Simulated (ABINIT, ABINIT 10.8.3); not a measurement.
# Lattice constant of cubic KTaO₃ with LDA, PBE and the Wu-Cohen functional

## Background

The reference is the zero-temperature lattice constant of undoped KTaO₃, a = 3.98317 Å, from "Second harmonic generation and X-ray diffraction studies of pretransitional region in relaxor K(1-x) LixTaO3" (2006, arXiv:cond-mat/0611642). It was obtained from the (400) X-ray reflection of a top-seeded-growth single crystal, by fitting a Debye formula to the measured a(T) and taking the zero-temperature limit. It is therefore an extrapolated value, though one resting on a measured temperature curve. A (100) substrate under a BiFeO₃ film gave 3.987 Å from a single low-angle peak, and two literature values quoted in later papers are 3.988 and 3.989 Å. All three lie slightly above the reference, in the direction thermal expansion would give if they refer to room temperature.

| compared with | measured | source's wording or label | T (K) | method |
| --- | --- | --- | --- | --- |
| a (Å) | 3.98317 ± 0.00003 | 3.98317 ± 3e-05 A | 0 | X-ray diffraction, (400) reflection, Cu K-beta * |
| a (Å) | 3.987 | 0.3987 nm | – | XRD theta-2theta, Cu K-alpha |
| a (Å) | 3.989 | cubic lattice parameter | – | quoted from earlier experiment |
| a (Å) | 3.988 | cubic 5-atom primitive cell | – | method not stated |

Where a quantity has several values, deviations refer to the one marked *.

Conditions are those given with the value in the passage it was taken from; "not stated" means there, and the paper may say more elsewhere.

## Strategy

We want the cheapest level of theory that gives the lattice constant of KTaO₃ within 0.5 % of the reference, about 0.02 Å either way. Local and semilocal functionals commonly miss oxide lattice constants by up to one or two per cent, so this target separates a good functional from an ordinary one. It is also wider than the spread of the measured values and than the zero-point expansion, which we put at roughly 0.1 to 0.2 % for a solid of this kind. The calculations are static and leave that expansion out, whereas the reference contains it.

The model is the five-atom cubic cell, relaxed with its space group kept. KTaO₃ is a nonmagnetic band insulator that stays cubic down to the lowest temperatures, so neither spin polarisation nor a larger cell is needed at the start. All atoms sit on positions fixed by symmetry, and only the cell edge can change. The diffraction structure we start from has a = 3.988 Å, about 0.1 % above the reference. We begin with LDA at a low cutoff, test the settings there, and change the functional if the converged result calls for it.

System: KTaO3 (potassium tantalate), cubic perovskite; Pm-3m (No. 221), 5 atoms in the primitive cell; the database structure is a diffraction structure: a = 3.988 Å.

## 1. LDA at a low cutoff

LDA with a modest plane-wave cutoff and a 4×4×4 mesh is the lightest sensible start. We expect a cell that is too small, by perhaps one per cent, since LDA usually overbinds oxides. The low cutoff may add an error of its own, which the next step would have to measure.

**Run 1.** ABINIT 10.8.3: LDA, JTH PAW datasets, cell and atoms relaxed from the database structure, cutoff 14 Ha, 4x4x4 k mesh, Gaussian smearing 0.02 eV.

Key lines of the input:
```
# potential files: JTH PAW datasets, made for LDA
ecut 14
pawecutdg 28
ecutsm 0.5
dilatmx 1.06
optcell 2
ionmov 2
ntime 50
ngkpt 4 4 4
shiftk 0.0 0.0 0.0
occopt 7
tsmear 0.02 eV
nband 25
nstep 80
tolvrs 1.0d-10
diemac 6
pseudos "K.xml, Ta.xml, O.xml"
ntypat 3
znucl 19 73 8
natom 5
typat 1 2 3 3 3
# ... acell, rprim, xred
```

Command:
```
OMP_NUM_THREADS=1 mpirun -n 4 abinit run.abi > run.log
```

Selected lines of the output:
```
 At Broyd/MD step   6, gradients are converged :
-Cartesian components of stress tensor (GPa)         [Pressure= -1.0649E-02 GPa]
```

Converged; 33 s on 4 cores of Arm Neoverse V1, shared host.

| quantity | run 1 | measured | deviation |
| --- | --- | --- | --- |
| a (Å) | 3.9542 | 3.98317 ± 0.00003 | −0.0290 (−0.7 %) |
| conventional cell volume (Å³) | 61.83 |  |  |
| final pressure (GPa) | −0.01065 |  |  |

The cell comes out 0.7 % too small, on the side we expected from LDA and outside the target. A lengthening of about 0.01 Å would bring it inside, and an error of that size from the low cutoff cannot be ruled out yet. The small residual pressure shows only that the cell is relaxed at this cutoff.

## 2. Raising the cutoff within LDA

Before we blame the functional we repeat the relaxation at two higher cutoffs, with everything else unchanged. Two steps are more useful than one, because the second shows whether the change made by the first has died out. At about half a minute for the first run, the pair should remain cheap.

**Run 2.** ABINIT 10.8.3: LDA, JTH PAW datasets, cell and atoms relaxed from the database structure, cutoff 20 Ha, 4x4x4 k mesh, Gaussian smearing 0.02 eV.

Key lines of the input, as changed from run 1:
```diff
- ecut 14
- pawecutdg 28
+ ecut 20
+ pawecutdg 40
```

Selected lines of the output:
```
            acell      7.4653562989E+00  7.4653562989E+00  7.4653562989E+00 Bohr
```

Converged; 37 s on the same hardware.

**Run 3.** ABINIT 10.8.3: LDA, JTH PAW datasets, cell and atoms relaxed from the database structure, cutoff 26 Ha, 4x4x4 k mesh, Gaussian smearing 0.02 eV.

Key lines of the input, as changed from run 1:
```diff
- ecut 14
- pawecutdg 28
+ ecut 26
+ pawecutdg 52
```

Selected lines of the output:
```
            acell      7.4666599435E+00  7.4666599435E+00  7.4666599435E+00 Bohr
```

Converged; 43 s on 4 cores of Arm Neoverse V2, shared host.

| quantity | run 2 | run 3 | measured |
| --- | --- | --- | --- |
| a (Å) | 3.9505 | 3.9512 | 3.98317 ± 0.00003 |
| conventional cell volume (Å³) | 61.65 | 61.69 |  |
| final pressure (GPa) | −0.00215 | 0.00001 |  |

Going from the lowest cutoff to the middle one shortens the cell by 0.0037 Å, and the next step lengthens it by only 0.0007 Å. The middle cutoff is therefore good enough for a target of about 0.02 Å. The higher cutoffs do not rescue LDA: the cell is now 0.8 % too small, so the low cutoff had hidden a little of the error.

## 3. A denser k mesh for LDA

The mesh is the remaining setting to test. We keep the middle cutoff and go from 4×4×4 to 6×6×6 points. For an insulator with a wide gap between filled and empty bands we expect a change of a few thousandths of an ångström at most, too little to bring LDA inside the target.

**Run 4.** ABINIT 10.8.3: LDA, JTH PAW datasets, cell and atoms relaxed from the database structure, cutoff 20 Ha, 6x6x6 k mesh, Gaussian smearing 0.02 eV.

Key lines of the input, as changed from run 2:
```diff
- ngkpt 4 4 4
+ ngkpt 6 6 6
```

Selected lines of the output:
```
            acell      7.4649944785E+00  7.4649944785E+00  7.4649944785E+00 Bohr
```

Converged; 45 s on the same hardware.

| quantity | run 4 | measured | deviation |
| --- | --- | --- | --- |
| a (Å) | 3.9503 | 3.98317 ± 0.00003 | −0.0329 (−0.8 %) |
| conventional cell volume (Å³) | 61.64 |  |  |
| final pressure (GPa) | −0.00234 |  |  |

The denser mesh changes the lattice constant by only 0.0002 Å, so 4×4×4 points are enough for LDA here. Neither the cutoff nor the mesh explains the 0.8 % shortfall.

## 4. LDA with norm-conserving potentials

The atomic datasets are still shared by all the LDA runs. We therefore repeat the relaxation with PseudoDojo norm-conserving potentials, which need a higher cutoff and will probably cost more. If the shortfall belongs to LDA itself, the cell should again come out close to 3.95 Å; a shift of 0.01 Å or more would point to the datasets.

**Run 5.** ABINIT 10.8.3: LDA, PseudoDojo norm-conserving potentials, cell and atoms relaxed from the database structure, cutoff 42 Ha, 4x4x4 k mesh, Gaussian smearing 0.02 eV.

Key lines of the input, as changed from run 1:
```diff
- # potential files: JTH PAW datasets, made for LDA
- ecut 14
- pawecutdg 28
+ # potential files: PseudoDojo norm-conserving potentials, made for LDA
+ ecut 42
- pseudos "K.xml, Ta.xml, O.xml"
+ pseudos "K.upf, Ta.upf, O.upf"
```

Selected lines of the output:
```
            acell      7.4436744893E+00  7.4436744893E+00  7.4436744893E+00 Bohr
```

Converged; 65 s on the same hardware.

| quantity | run 5 | measured | deviation |
| --- | --- | --- | --- |
| a (Å) | 3.9390 | 3.98317 ± 0.00003 | −0.0441 (−1.1 %) |
| conventional cell volume (Å³) | 61.12 |  |  |
| final pressure (GPa) | −0.00307 |  |  |

The norm-conserving potentials give a cell 0.0115 Å shorter than the PAW datasets at the middle cutoff and the same mesh. That exceeds the 0.01 Å we had set as the sign of a dataset effect, so the choice of potentials matters at the level of 0.3 %. Part of the difference may come from the cutoff of the norm-conserving run, which we have not tested separately. The change goes away from experiment, however, and LDA misses the target with both sets. The size of its error is less certain than the cutoff and mesh tests alone suggested.

## 5. From LDA to PBE

The next step is a gradient-corrected functional. We take PBE with its own PAW datasets, at the middle cutoff and the 4×4×4 mesh, which should cost little more than LDA. PBE usually makes oxide cells too large, by about one per cent, so we expect the error to change sign and perhaps to remain outside the target.

**Run 6.** ABINIT 10.8.3: PBE, JTH PAW datasets, cell and atoms relaxed from the database structure, cutoff 20 Ha, 4x4x4 k mesh, Gaussian smearing 0.02 eV.

Key lines of the input, as changed from run 2:
```diff
- # potential files: JTH PAW datasets, made for LDA
+ # potential files: JTH PAW datasets, made for PBE
```

Selected lines of the output:
```
            acell      7.6109314014E+00  7.6109314014E+00  7.6109314014E+00 Bohr
```

Converged; 29 s on the same hardware.

| quantity | run 6 | measured | deviation |
| --- | --- | --- | --- |
| a (Å) | 4.0275 | 3.98317 ± 0.00003 | +0.0444 (+1.1 %) |
| conventional cell volume (Å³) | 65.33 |  |  |
| final pressure (GPa) | 0.00200 |  |  |

PBE reverses the sign of the error, as we had supposed it might, and gives a cell 1.1 % too large. At the same cutoff and mesh it lies 0.0770 Å above LDA, with the measured value between the two. Zero-point expansion would lengthen the static PBE cell further, so it cannot account for this miss.

## 6. A gradient correction suited to solids

LDA and PBE bracket the reference, which suggests a gradient correction weaker than that of PBE. The Wu-Cohen functional is built this way, with solids in mind, and as another semilocal functional it should cost about the same. We expect a lattice constant between the LDA and PBE results and probably inside the target. The run uses datasets generated for PBE, so functional and datasets are not fully consistent. After the difference found between the two LDA sets, that has to be kept in mind when the result is judged.

**Run 7.** ABINIT 10.8.3: Wu-Cohen GGA, JTH PAW datasets, cell and atoms relaxed from the database structure, cutoff 20 Ha, 4x4x4 k mesh, Gaussian smearing 0.02 eV; PBE datasets.

Key lines of the input, as changed from run 6:
```diff
+ ixc 23
```

Selected lines of the output:
```
            acell      7.5403786880E+00  7.5403786880E+00  7.5403786880E+00 Bohr
```

Converged; 21 s on the same hardware.

| quantity | run 7 | measured | deviation |
| --- | --- | --- | --- |
| a (Å) | 3.9902 | 3.98317 ± 0.00003 | +0.0070 (+0.2 %) |
| conventional cell volume (Å³) | 63.53 |  |  |
| final pressure (GPa) | 0.00043 |  |  |

The Wu-Cohen cell is 0.0070 Å, or 0.2 %, larger than the reference and lies inside the target. With the same PBE datasets, cutoff and mesh, it is 0.0373 Å shorter than the PBE cell, so the change of functional alone removes most of the PBE error.

The result has not been checked as thoroughly as the LDA one. The cutoff and mesh tests were made with LDA, and we did not repeat them for Wu-Cohen or try a second set of potentials with it. We stop here with the target met and these checks left undone.

## Results at a glance

| run | settings | a (Å) | deviation | cost |
| --- | --- | --- | --- | --- |
| 1 | LDA, cutoff 14 Ha | 3.9542 | −0.0290 (−0.7 %) | 2.2 core-min |
| 2 | LDA, JTH PAW datasets, cutoff 20 Ha, 4x4x4 k mesh | 3.9505 | −0.0327 (−0.8 %) | 2.5 core-min |
| 3 | LDA, cutoff 26 Ha | 3.9512 | −0.0320 (−0.8 %) | 2.9 core-min |
| 4 | LDA, 6x6x6 mesh | 3.9503 | −0.0329 (−0.8 %) | 3 core-min |
| 5 | LDA, PseudoDojo, cutoff 42 Ha | 3.9390 | −0.0441 (−1.1 %) | 4.4 core-min |
| 6 | PBE, JTH PAW datasets, cutoff 20 Ha, 4x4x4 k mesh | 4.0275 | +0.0444 (+1.1 %) | 2 core-min |
| 7 | Wu-Cohen GGA, PBE datasets | 3.9902 | +0.0070 (+0.2 %) | 82 core-s |
|  | measured | 3.98317 ± 0.00003 |  |  |

## How well does the simulation do?

The Wu-Cohen functional meets the target of 0.5 %. Its lattice constant of 3.9902 Å is 0.2 % above the zero-temperature reference, at a cost of 82 core-seconds. LDA and PBE miss, with cells that are too small and too large respectively, and their runs cost somewhat more.

The change of functional was the decisive step. The cutoff and mesh tests moved the LDA cell by only a few thousandths of an ångström; they ruled out these settings as the cause of its error, and the denser mesh brought nothing further. The second set of LDA potentials mattered more, since it shortened the cell by 0.0115 Å.

That shift is larger than the remaining Wu-Cohen deviation, and the Wu-Cohen run used datasets made for PBE. Some cancellation between functional and dataset errors is therefore possible, and the closeness to experiment should not be read as the accuracy of the functional itself.

The static calculation also leaves out zero-point expansion. Our rough allowance of 0.1 to 0.2 % would raise the deviation to about 0.3 or 0.4 %, still inside the target but with little room for a further upward shift from the datasets. Quantum fluctuations of the soft polar mode are likewise missing, and their effect on the cell was not examined. Spin-orbit coupling, strong in the empty Ta 5d states, should matter little for the lattice constant.

A sensible next check would be PBEsol with datasets generated for it.

[Logs are printed without paths, hosts, clocks, repeated set-up lines and the standing remarks that a program may print on its own settings, such as how far it seeks lower states.]

[The runs shown are a pick from a larger set of finished runs; failed, doubtful and other runs were left out of it ahead of writing. So were measured values far from every level or from commonly accepted values, and agreement can look better than it is. Lines of input and output are excerpts and may be shortened.]
